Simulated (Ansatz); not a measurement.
## Pressure against volume in Al4N3

The structure comes from a proposed guess, relaxed at this level; another structure or a mixture of phases may lie lower.

Method: DFT PBE, scalar-relativistic, plane waves, PAW in Ansatz 0.2.0. Plane waves to 420 eV, a 12×12×4 mesh through Γ for the 7-atom cell and 0.10 eV Gaussian smearing; no spin polarisation.

```
Al N
1.0
     3.11266    0.00000    0.00000
    -1.55633    2.69564    0.00000
     0.00000    0.00000    9.80898
Al N
4 3
Direct
  0.00000 0.00000 0.49581
  0.33333 0.66667 0.75891
  0.00000 0.00000 0.98090
  0.33333 0.66667 0.23878
  0.33333 0.66667 0.43313
  0.00000 0.00000 0.69047
  0.00000 0.00000 0.17700
```

The cell was set to several volumes, with shape and atoms relaxed at each where symmetry leaves them free. Pressure is positive in compression, and energies count from the lowest row. No row has a gap on its mesh.

```csv
row,V (Å³/atom),P (GPa),ΔE (meV/atom)
1,10.347,24.77,97.5
2,10.699,17.04,51.6
3,11.052,?,?
4,11.405,4.77,5.1
5,11.758,0.00,0.0
6,12.110,-4.05,4.7
7,12.463,-7.37,17.3
8,12.933,-10.84,44.2
```

Question: Find B = −V·ΔP/ΔV from rows 4 and 6 and from rows 1 and 2, and from the two its slope B′ and its value B0 at zero pressure.

Answer: Rows 4 and 6 give −(11.405 + 12.110)/2 × (-4.05 − (4.77))/(12.110 − 11.405) = 147.1 GPa at a mean pressure of 0.36 GPa. Rows 1 and 2 give −(10.347 + 10.699)/2 × (17.04 − (24.77))/(10.699 − 10.347) = 231.1 GPa at a mean pressure of 20.91 GPa. So B′ = (231.1 − 147.1)/(20.91 − (0.36)) = 4.09 and B0 = 147.1 − 4.09 × (0.36) = 145.6 GPa. A third-order Birch–Murnaghan fit to all the energies gives B0 = 144.4 GPa and B′ = 4.7.

Question: Estimate the pressure and energy of row 3.

Answer: From row 5, V0 = 11.758 × (1 + (0.00)/145.6) = 11.758 Å³/atom. Murnaghan's form P = (B0/B′)·[(V0/V)^B′ − 1] gives (145.6/4.09) × [(11.758/11.052)^4.09 − 1] = 10.26 GPa; the computed pressure is 10.41 GPa, so the estimate is off by -0.15 GPa. The work of compression from row 4, with the mean of the two pressures, gives ΔE = 5.1 + (10.26 + 4.77)/2 × (11.405 − 11.052)/160.2 × 1000 = 21.7 meV/atom (1 eV/Å³ = 160.2 GPa); the computed value is 21.6 meV/atom.

An odd number of electrons in the primitive cell allows no gap without spin; a larger cell or a magnetic state could open one. All volumes keep the k mesh of the relaxed cell. A later test with randomly moved atoms came back to the same energy, though modes that don't fit the test's cell weren't probed.

Al4N3 stiffens steadily on compression, its bulk modulus rising from 147.1 GPa near equilibrium to 231.1 GPa at a mean pressure of 20.91 GPa, as short-range repulsion grows faster than the bonding gains. The coordinates describe wurtzite-like AlN slabs in which one nitrogen layer is missing, so that two aluminium layers face each other. With nitrogen counted as nitride, aluminium keeps electrons that the Al–N bonds don't need, and these probably occupy Al–Al states at that junction. Such metallic contacts are softer than polar Al–N bonds, which fits a B0 below that known for AlN but above that of aluminium metal. The lower B′ from the finite differences, 4.09 against 4.7 from the fit, is reasonable because it averages over a wide pressure range, and B′ normally falls under compression. Since wurtzite AlN itself gives way to the denser rocksalt form under pressure, the most compressed rows may describe a metastable continuation of this structure rather than the phase an experiment would reach.
